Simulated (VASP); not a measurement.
Au, 2 atoms in the cell. Symmetry: P6_3/mmc, No. 194, hexagonal system. The conventional cell has a = 2.900 Å, b = 2.900 Å, c = 4.880 Å, α = 90.00°, β = 90.00°, γ = 120.00°. Au (site symmetry -6m2) has 12 Au at 2.90 to 2.96 Å as nearest neighbours. This isn't the form of Au at room conditions, which is fcc.

```yaml
Program: VASP 6.6.1
Task: single point
Functional: PBE
Potentials_or_basis: VASP PAW PBE potentials, release 64 (Au)
Cutoff: 520 eV
k_mesh: 14 × 14 × 8
Occupations: tetrahedron
Spin: no spin polarisation
Dipole_correction: no
Further_INCAR_settings: ALGO = Fast; EDIFF = 1e-06; NBANDS = 18
```

Potentials or basis: VASP PAW PBE potentials, release 64 (Au).

Launch:

```sh
$ cat potpaw_PBE.64/Au/POTCAR > POTCAR
$ mpirun -np 1 vasp_std > vasp.out
```

Hardware: 1 thread of AMD EPYC 9R45 96-Core Processor (Zen 5), with other jobs on the host.

Problem. How long does it take, and how much memory?

Solution. It took 33 s on 1 thread of AMD EPYC 9R45 96-Core Processor (Zen 5) (shared host), peak memory 0.17 GiB. Counts: scf iterations 12, k points 120.
